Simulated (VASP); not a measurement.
Crystal: Cs.

```
Cs
1.0
     0.09208    3.85228    3.97455
     4.03588    0.05273    4.01390
     4.06369    3.91944    0.02492
Cs
1
Direct
  0.00000 0.00000 0.00000
```

This isn't the form of Cs at room conditions, which is bcc.

The cell isn't the ideal one: cell sheared at random, sigma 0.03, atoms nudged by 0.01 Å.

- Program: VASP 6.6.1
- Task: relaxation of cell and atoms
- Functional: PBE
- Potentials or basis: VASP PAW PBE potentials, release 64 (Cs_sv)
- Cutoff: 600 eV
- k mesh: 6 × 6 × 6
- Occupations: methfessel-paxton, width 0.1 eV
- Spin: no spin polarisation

At the start: pressure -0.1 GPa; volume 123.02 Å³/atom.

Problem. Where does the relaxation end?

Solution. Over 16 steps the energy falls by 2.4 meV/atom and the volume is 117.76 Å³/atom (-4.3 %); space group I4/mmm (No. 139, to 0.05 Å).

The path:
```csv
step,energy change (eV),largest force (eV/Å),pressure (GPa),volume (Å³)
1,0.0000,0.0000,-0.07,123.02
2,-0.0004,0.0000,-0.05,122.08
3,-0.0012,0.0000,-0.01,119.41
4,-0.0003,0.0000,0.08,114.17
5,-0.0012,0.0000,0.01,118.01
6,-0.0012,0.0000,0.01,118.26
7,-0.0013,0.0000,0.01,118.32
8,-0.0015,0.0000,0.01,118.50
9,-0.0016,0.0000,0.00,118.84
10,-0.0017,0.0000,0.00,118.88
11,-0.0020,0.0000,-0.01,118.97
12,-0.0019,0.0000,-0.01,118.97
13,-0.0021,0.0000,-0.01,118.99
14,-0.0023,0.0000,0.00,118.48
15,-0.0024,0.0000,0.01,117.88
16,-0.0024,0.0000,0.01,117.76
```

Final structure:
```
Cs
1.0
    -0.01380    3.57509    4.06827
     4.05625   -0.01378    4.06775
     4.03800    3.55545    0.00445
Cs
1
Cartesian
  0.0000 0.0000 0.0000
```
